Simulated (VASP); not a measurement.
# Ti (P6_3/mmc) in VASP: further runs

The runs below take Ti through relaxation of cell and atoms, with AM05, PBE, LDA.

All numbers are computed with VASP 6.6.1; they aren't measurements. Logs are shortened: lines on timing, memory, paths and dates and some standing lists are left out, and cuts for length are marked.

## 1. The crystal as given

The structure is hexagonal, space group P6_3/mmc (No. 194). The conventional cell has a = 2.950 Å, b = 2.950 Å, c = 4.680 Å, α = 90.00°, β = 90.00°, γ = 120.00°. Ti (site symmetry -6m2) has 12 Ti at 2.89 to 2.95 Å as nearest neighbours.

## 2. Relaxation of cell and atoms, AM05

Input file INCAR:

```
SYSTEM = Ti
ALGO = Normal
EDIFF = 1E-6
EDIFFG = -0.01
ENCUT = 600
GGA = AM
IBRION = 2
ISIF = 3
ISMEAR = 1
LASPH = .True.
LCHARG = .False.
LREAL = .False.
LWAVE = .False.
NELM = 80
NSW = 90
PREC = Accurate
SIGMA = 0.1
```

Input file KPOINTS:

```
k-points
0
Gamma
  15 15 8
  0 0 0
```

Input file POSCAR:

```
Ti
1.0
    2.9500000000      0.0000000000      0.0000000000
   -1.4750000000      2.5547749412      0.0000000000
    0.0000000000      0.0000000000      4.6800000000
Ti
2
Direct
    0.3333333333      0.6666666667      0.2500000000
    0.6666666667      0.3333333333      0.7500000000
```

Potentials or basis: VASP PAW PBE potentials, release 64 (Ti_sv).

Launch:

```console
> cat potpaw_PBE.64/Ti_sv/POTCAR > POTCAR
> mpirun -np 1 vasp_std > vasp.out
```

OUTCAR:

```text
SYSTEM = Ti
   EDIFF = 1E-6
   EDIFFG = -0.01
   ENCUT = 600
   GGA = AM
   IBRION = 2
   ISIF = 3
   ISMEAR = 1
   LASPH = .True.
   LREAL = .False.
   NELM = 80
   NSW = 90
   PREC = Accurate

 ion  position               nearest neighbor table
   1  0.333  0.667  0.250-   2 2.89   2 2.89   2 2.89   2 2.89   2 2.89   2 2.89
   2  0.667  0.333  0.750-   1 2.89   1 2.89   1 2.89   1 2.89   1 2.89   1 2.89

  LATTYP: Found a hexagonal cell.
 ALAT       =     2.9500000000
 C/A-ratio  =     1.5864406780

  Lattice vectors:

 A1 = (   2.9500000000,   0.0000000000,   0.0000000000)
 A2 = (  -1.4750000000,   2.5547749412,   0.0000000000)
 A3 = (   0.0000000000,   0.0000000000,   4.6800000000)

Analysis of symmetry for initial positions (statically):
=====================================================================
 Subroutine PRICEL returns:
 Original cell was already a primitive cell.

 Routine SETGRP: Setting up the symmetry group for a
 hexagonal supercell.

 Subroutine GETGRP returns: Found 24 space group operations
 (whereof 12 operations were pure point group operations)
 out of a pool of 24 trial point group operations.

The static configuration has the point symmetry D_3d.
 The point group associated with its full space group is D_6h.

Analysis of symmetry for dynamics (positions and initial velocities):
=====================================================================
 Subroutine PRICEL returns:
 Original cell was already a primitive cell.

 Routine SETGRP: Setting up the symmetry group for a
 hexagonal supercell.

 Subroutine GETGRP returns: Found 24 space group operations
 (whereof 12 operations were pure point group operations)
 out of a pool of 24 trial point group operations.

The dynamic configuration has the point symmetry D_3d.
 The point group associated with its full space group is D_6h.

 Subroutine INISYM returns: Found 24 space group operations
 (whereof 12 operations are pure point group operations),
 and found     1 'primitive' translations

----------------------------------------------------------------------------------------

                                     Primitive cell

  volume of cell :      35.2712

  direct lattice vectors                    reciprocal lattice vectors
     2.950000000  0.000000000  0.000000000     0.338983051  0.195711956  0.000000000
    -1.475000000  2.554774941  0.000000000     0.000000000  0.391423911  0.000000000
     0.000000000  0.000000000  4.680000000     0.000000000  0.000000000  0.213675214

  length of vectors
     2.950000000  2.950000000  4.680000000     0.391423911  0.391423911  0.213675214

  position of ions in fractional coordinates (direct lattice)
     0.333333333  0.666666667  0.250000000
     0.666666667  0.333333333  0.750000000

  ion indices of the primitive-cell ions
   primitive index   ion index
                 1           1
                 2           2

----------------------------------------------------------------------------------------

 KPOINTS: k-points

Automatic generation of k-mesh.
 Grid dimensions read from file:
 generate k-points for:   15   15    8

 Generating k-lattice:

  Cartesian coordinates                     Fractional coordinates (reciprocal lattice)
     0.022598870  0.013047464  0.000000000     0.066666667 -0.000000000  0.000000000
     0.000000000  0.026094927  0.000000000     0.000000000  0.066666667  0.000000000
     0.000000000  0.000000000  0.026709402     0.000000000  0.000000000  0.125000000

  Length of vectors
     0.026094927  0.026094927  0.026709402

  Shift w.r.t. Gamma in fractional coordinates (k-lattice)
     0.000000000  0.000000000  0.000000000

 Subroutine IBZKPT returns following result:
 ===========================================

 Found    135 irreducible k-points:

 Following reciprocal coordinates:
            Coordinates               Weight
  0.000000  0.000000  0.000000      1.000000
  0.066667  0.000000  0.000000      6.000000
  0.133333  0.000000  0.000000      6.000000
  0.200000  0.000000  0.000000      6.000000
  0.266667  0.000000  0.000000      6.000000
  0.333333  0.000000  0.000000      6.000000
[... 16 lines left out ...]
  0.333333  0.200000  0.000000     12.000000
  0.400000  0.200000  0.000000      6.000000
 [... further k-points ...]
   k-points           NKPTS =    135   k-points in BZ     NKDIM =    135   number of bands    NBANDS=     16
   number of dos      NEDOS =    301   number of ions     NIONS =      2
   total plane-waves  NPLWV =  23040
   dimension x,y,z NGX =    24 NGY =   24 NGZ =   40
   dimension x,y,z NGXF=    48 NGYF=   48 NGZF=   80
   ions per type =               2
   NGX,Y,Z   is equivalent  to a cutoff of  13.53, 13.53, 14.21 a.u.
   NGXF,Y,Z  is equivalent  to a cutoff of  27.05, 27.05, 28.42 a.u.
 SYSTEM =  Ti
   PREC   = accura    normal or accurate (medium, high low for compatibility)
   ISTART =      0    job   : 0-new  1-cont  2-samecut
   ICHARG =      2    charge: 1-file 2-atom 10-const
   ISPIN  =      1    spin polarized calculation?
   LNONCOLLINEAR =      F non collinear calculations
   LSORBIT =      F    spin-orbit coupling
   LASPH  =      T    aspherical Exc in radial PAW
   ENCUT  =  600.0 eV  44.10 Ry    6.64 a.u.   5.89  5.89  9.35*2*pi/ulx,y,z
   NELM   =     80;   NELMIN=  2; NELMDL= -5     # of ELM steps
   EDIFF  = 0.1E-05   stopping-criterion for ELM
   LREAL  =      F    real-space projection
   EDIFFG = -.1E-01   stopping-criterion for IOM
   NSW    =     90    number of steps for IOM
   IBRION =      2    ionic relax: 0-MD 1-quasi-New 2-CG
   NFREE  =      1    steps in history (QN), initial steepest desc. (CG)
   ISIF   =      3    stress and relaxation
   ISYM   =      2    0-nonsym 1-usesym 2-fastsym
   POTIM  = 0.5000    time-step for ionic-motion
   TEBEG  =    0.0;   TEEND  =   0.0 temperature during run
   PSTRESS=    0.0 pullay stress
   NELECT =      24.0000    total number of electrons
   NUPDOWN=      -1.0000    fix difference up-down
   EMIN   =  10.00;   EMAX   =-10.00  energy-range for DOS
   EFERMI =   0.00;   METHOD = LEGACY
   ISMEAR =     1;   SIGMA  =   0.10  broadening in eV -4-tet -1-fermi 0-gaus
   EFERMI_NEDOS =   21; number of points for ismear=-14 and -15
   IALGO  =     38    algorithm
   IMIX   =      4    mixing-type and parameters
     AMIX     =   0.40;   BMIX     =  1.00
     AMIX_MAG =   1.60;   BMIX_MAG =  1.00
  volume/ion in A,a.u.               =      17.64       119.01
  Fermi-wavevector in a.u.,A,eV,Ry     =   1.439920  2.721055 28.209912  2.073370
  Thomas-Fermi vector in A             =   2.558722
   LORBIT       =      0    0 simple, 1 ext, 2 COOP (PROOUT), +10 PAW based schemes
   GGA     = AM    functional components
   LHFCALC =     F    Hartree Fock is set to
   AEXX    =    0.0000 exact exchange contribution
   IVDW    =     0    specifies the selected vdW correction
   LEPSILON=     F    determine dielectric tensor
   LRPA    =     F    only Hartree local field effects (RPA)
 conjugate gradient relaxation of ions
 non-spin polarized calculation
 Methfessel and Paxton  Order N= 1 SIGMA  =   0.10
  energy-cutoff  :      600.00
  volume of cell :       35.27
 maximum number of plane-waves:      1194
 NGX is ok and might be reduce to    24
   NGX = 11   NGY = 11   NGZ = 19

--------------------------------------- Ionic step        1  -------------------------------------------

 number of electron      23.9999997 magnetization

 Free energy of the ion-electron system (eV)
  ---------------------------------------------------
  ext. energy  EPLUGINS =         0.00000000
  ---------------------------------------------------
  free energy    TOTEN  =       -16.18587620 eV

  energy without entropy =      -16.18661459  energy(sigma->0) =      -16.18612233

------------------------ aborting loop because EDIFF is reached ----------------------------------------

  FORCE on cell =-STRESS in cart. coord.  units (eV):
  Direction    XX          YY          ZZ          XY          YZ          ZX
  --------------------------------------------------------------------------------------
  -------------------------------------------------------------------------------------
  Total       -1.2227184     -1.2227184     -1.2994569      0.0000000      0.0000000      0.0000000
  in kB      -55.5413603    -55.5413603    -59.0271675      0.0000000      0.0000000      0.0000000
  external PRESSURE =     -56.7032960 kB  Pullay stress =       0.0000000 kB

 VOLUME and BASIS-vectors are now :
 -----------------------------------------------------------------------------
  energy-cutoff  :      600.00
  volume of cell :       35.27
      direct lattice vectors                 reciprocal lattice vectors
     2.950000000  0.000000000  0.000000000     0.338983051  0.195711956  0.000000000
    -1.475000000  2.554774941  0.000000000     0.000000000  0.391423911  0.000000000
     0.000000000  0.000000000  4.680000000     0.000000000  0.000000000  0.213675214
[... 217 lines left out ...]
 POSITION                                       TOTAL-FORCE (eV/Angst)
 -----------------------------------------------------------------------------------
     -0.00000      1.67483      1.14520        -0.000000     -0.000000      0.000000
      1.45044      0.83741      3.43559         0.000000      0.000000      0.000000
 -----------------------------------------------------------------------------------
    total drift:                               -0.000000      0.000000     -0.000000

  FREE ENERGIE OF THE ION-ELECTRON SYSTEM (eV)
  ---------------------------------------------------
  free  energy   TOTEN  =       -16.2200440092 eV

  energy  without entropy=      -16.2202748111  energy(sigma->0) =      -16.22012094

--------------------------------------- Ionic step        8  -------------------------------------------

 number of electron      23.9999997 magnetization

 Free energy of the ion-electron system (eV)
  ---------------------------------------------------
  ext. energy  EPLUGINS =         0.00000000
  ---------------------------------------------------
  free energy    TOTEN  =       -16.22006426 eV

  energy without entropy =      -16.22029553  energy(sigma->0) =      -16.22014135

 E-fermi :   8.6474     XC(G=0): -11.7977

 val. band max:        8.6397416541   @ k =   0.0000   0.0000   0.3750
 cond. band min:       8.6488227639   @ k =   0.0667   0.0667   0.1250
 fundamental gap:      0.0090811099
 Fermi energy:         8.6474126929

 k-point     1 :       0.0000    0.0000    0.0000
  band No.  band energies     occupation
      1     -47.8394      2.00000
      2     -47.6737      2.00000
      3     -24.6531      2.00000
      4     -23.9109      2.00000
      5     -23.9109      2.00000
      6     -23.8354      2.00000
[... 8 lines left out ...]
     15       9.9630     -0.00000
     16       9.9630     -0.00000
[... 419 lines left out ...]
 k-point    24 :       0.4000    0.2000    0.0000
  band No.  band energies     occupation
      1     -47.6821      2.00000
      2     -47.6487      2.00000
      3     -24.3954      2.00000
      4     -24.2555      2.00000
      5     -24.2446      2.00000
      6     -24.1689      2.00000
[... 8 lines left out ...]
     15      10.0366     -0.00000
     16      11.8361      0.00000

 [... further k-points ...]

------------------------ aborting loop because EDIFF is reached ----------------------------------------

  FORCE on cell =-STRESS in cart. coord.  units (eV):
  Direction    XX          YY          ZZ          XY          YZ          ZX
  --------------------------------------------------------------------------------------
  -------------------------------------------------------------------------------------
  Total        0.0024246      0.0024246      0.0041041      0.0000000      0.0000000      0.0000000
  in kB        0.1162133      0.1162133      0.1967134      0.0000000      0.0000000      0.0000000
  external PRESSURE =       0.1430466 kB  Pullay stress =       0.0000000 kB

 VOLUME and BASIS-vectors are now :
 -----------------------------------------------------------------------------
  energy-cutoff  :      600.00
  volume of cell :       33.43
      direct lattice vectors                 reciprocal lattice vectors
     2.902098349 -0.000000000 -0.000000000     0.344578260  0.198942351 -0.000000000
    -1.451049174  2.513290894  0.000000000     0.000000000  0.397884703  0.000000000
     0.000000000 -0.000000000  4.582852766     0.000000000  0.000000000  0.218204697

 POSITION                                       TOTAL-FORCE (eV/Angst)
 -----------------------------------------------------------------------------------
     -0.00000      1.67553      1.14571        -0.000000      0.000000      0.000000
      1.45105      0.83776      3.43714         0.000000     -0.000000      0.000000
 -----------------------------------------------------------------------------------
    total drift:                               -0.000000      0.000000     -0.000000

  FREE ENERGIE OF THE ION-ELECTRON SYSTEM (eV)
  ---------------------------------------------------
  free  energy   TOTEN  =       -16.2200642616 eV

  energy  without entropy=      -16.2202955276  energy(sigma->0) =      -16.22014135

 reached required accuracy - stopping structural energy minimisation
```

Run time: 2.6 min. Hardware: 1 thread of Intel Xeon 6975P-C (Granite Rapids), shared host; peak memory 0.22 GiB.

Results:

* Free energy: -16.2201 eV
* Relaxed volume: 16.71 Å³/atom
* Relaxed cell: a = 2.902 Å, b = 2.902 Å, c = 4.583 Å, α = 90.00°, β = 90.00°, γ = 120.00°
* Space group after relaxing (to 0.05 Å): P6_3/mmc (No. 194)
* Energy gained by relaxing: 17.1 meV/atom
* Ionic steps: 8
* Pressure after relaxing: 0.0 GPa
* Band gap on the k mesh: none (metal or under the smearing width)

Step by step:
| step | energy change (eV) | largest force (eV/Å) | pressure (GPa) | volume (Å³) |
| --- | --- | --- | --- | --- |
| 1 | 0.0000 | 0.0000 | -5.67 | 35.27 |
| 2 | -0.0163 | 0.0000 | 4.70 | 32.18 |
| 3 | -0.0341 | 0.0000 | 0.01 | 33.43 |
| 4 | -0.0341 | 0.0000 | -0.12 | 33.47 |
| 5 | -0.0341 | 0.0000 | -0.14 | 33.47 |
| 6 | -0.0342 | 0.0000 | -0.13 | 33.46 |
| 7 | -0.0342 | 0.0000 | 0.15 | 33.38 |
| 8 | -0.0342 | 0.0000 | 0.01 | 33.43 |

Final structure:
```
Ti
1.0
     2.90210    0.00000    0.00000
    -1.45105    2.51329    0.00000
     0.00000    0.00000    4.58285
Ti
2
Direct
  0.33333 0.66667 0.25000
  0.66667 0.33333 0.75000
```

Caveat: the PAW data sets were made with another functional, which shifts forces and pressure a little.

## 3. Relaxation of cell and atoms, AM05

This run uses another cell than the first one, of 16.71 Å³/atom, 0.948 times its volume.

INCAR: that of step 2 with these lines changed.

```diff
@@ -2,4 +2,4 @@
 ALGO = Normal
-EDIFF = 1E-6
-EDIFFG = -0.01
+EDIFF = 1E-7
+EDIFFG = -0.005
 ENCUT = 600
```

KPOINTS is that of step 2.

Input file POSCAR:

```
Ti                                      
1.0
    2.9020983488     -0.0000000000     -0.0000000000
   -1.4510491744      2.5132908943      0.0000000000
    0.0000000000     -0.0000000000      4.5828527660
  Ti            
     2
Direct
     0.3333333332999970    0.6666666667000030    0.2500000000000000
     0.6666666667000030    0.3333333332999970    0.7500000000000000
```

Potentials or basis: VASP PAW PBE potentials, release 64 (Ti_sv).

Launch:

```console
> cat potpaw_PBE.64/Ti_sv/POTCAR > POTCAR
> mpirun -np 1 vasp_std > vasp.out
```

Wall time 33 s (1 thread of Intel Xeon 6975P-C (Granite Rapids), shared host); peak memory 0.2 GiB.

Results (log left out):

```yaml
Free_energy: -16.2191 eV
Pressure_after_relaxing: 0.0 GPa
Band_gap_on_the_k_mesh: none (metal or under the smearing width)
```

Final structure:
```
Ti
1.0
     2.90210    0.00000    0.00000
    -1.45105    2.51329    0.00000
     0.00000    0.00000    4.58285
Ti
2
Cartesian
  0.0000 1.6755 1.1457
  1.4510 0.8378 3.4371
```

Levels at points of the mesh, in eV from the Fermi level:
```tsv
k point	band 10	band 11	band 12	band 13	band 14	band 15
(0.00, 0.00, 0.00)	-2.79	0.78	0.78	0.89	0.93	1.32
(0.00, 0.00, 0.50)	-4.39	0.09	0.09	0.67	0.67	0.67
```

Caveat: the relaxation stopped at its first step, so nothing moved; the PAW data sets were made with another functional, which shifts forces and pressure a little.

## 4. Relaxation of cell and atoms, PBE

Input file INCAR:

```
  PREC = Accurate
  ENCUT = 300
  EDIFF = 1E-6
  ISMEAR = 1
  SIGMA = 0.1
  LREAL = F
  LASPH = T
  NELM = 80
  ALGO = Normal
  ISIF = 3
  LWAVE = F
  LCHARG = F
  GGA = PE
  IBRION = 2
  NSW = 90
  EDIFFG = -0.01
```

Input file KPOINTS:

```
Automatic mesh
0
Gamma
  8 8 4
```

Input file POSCAR:

```
Ti
1.0
    2.9500000000      0.0000000000      0.0000000000
   -1.4750000000      2.5547749412      0.0000000000
    0.0000000000      0.0000000000      4.6800000000
Ti
2
Direct
    0.3333333333      0.6666666667      0.2500000000
    0.6666666667      0.3333333333      0.7500000000
```

Potentials or basis: VASP PAW PBE potentials, release 64 (Ti).

Launch:

```console
> cat potpaw_PBE.64/Ti/POTCAR > POTCAR
> mpirun -np 1 vasp_std > vasp.out
```

Wall time 11 s (1 thread of Intel Xeon 6975P-C (Granite Rapids), shared host); peak memory 0.12 GiB.

It converged, with:

```
Free energy                            : -15.5432 eV
Relaxed volume                         : 17.08 Å³/atom
Relaxed cell                           : a = 2.927 Å, b = 2.927 Å, c = 4.607 Å, α = 90.00°, β = 90.00°, γ = 120.00°
Space group after relaxing (to 0.05 Å) : P6_3/mmc (No. 194)
Energy gained by relaxing              : 6.5 meV/atom
Ionic steps                            : 5
Pressure after relaxing                : 0.0 GPa
Band gap on the k mesh                 : none (metal or under the smearing width)
```

The path:
| step | energy change (eV) | largest force (eV/Å) | pressure (GPa) | volume (Å³) |
| --- | --- | --- | --- | --- |
| 1 | 0.0000 | 0.0000 | -3.51 | 35.27 |
| 2 | -0.0050 | 0.0000 | 3.08 | 33.33 |
| 3 | -0.0127 | 0.0000 | 0.04 | 34.16 |
| 4 | -0.0129 | 0.0000 | 0.02 | 34.17 |
| 5 | -0.0129 | 0.0000 | 0.02 | 34.17 |

Final structure:
```cif
data_structure
_symmetry_space_group_name_H-M 'P 1'
_symmetry_Int_Tables_number 1
_cell_length_a 2.9265
_cell_length_b 2.9265
_cell_length_c 4.6066
_cell_angle_alpha 90.000
_cell_angle_beta 90.000
_cell_angle_gamma 120.000
_cell_volume 34.17
loop_
_atom_site_label
_atom_site_type_symbol
_atom_site_fract_x
_atom_site_fract_y
_atom_site_fract_z
_atom_site_occupancy
Ti1 Ti 0.33333 0.66667 0.25000 1
Ti2 Ti 0.66667 0.33333 0.75000 1
```

Levels at points of the mesh, in eV from the Fermi level:
```tsv
k point	band 1	band 2	band 3	band 4	band 5	band 6	band 7	band 8
(0.00, 0.00, 0.00)	-6.22	-2.75	0.69	0.69	0.79	0.84	1.20	1.20
(0.50, 0.00, 0.00)	-2.39	-2.25	-1.93	-0.68	0.36	0.58	1.12	3.26
(0.00, 0.00, 0.50)	-4.33	-4.33	0.04	0.04	0.58	0.58	0.58	0.58
(0.50, 0.00, 0.50)	-2.62	-2.62	-0.88	-0.88	1.27	1.27	1.64	1.64
```

[end of part 1 of 2]
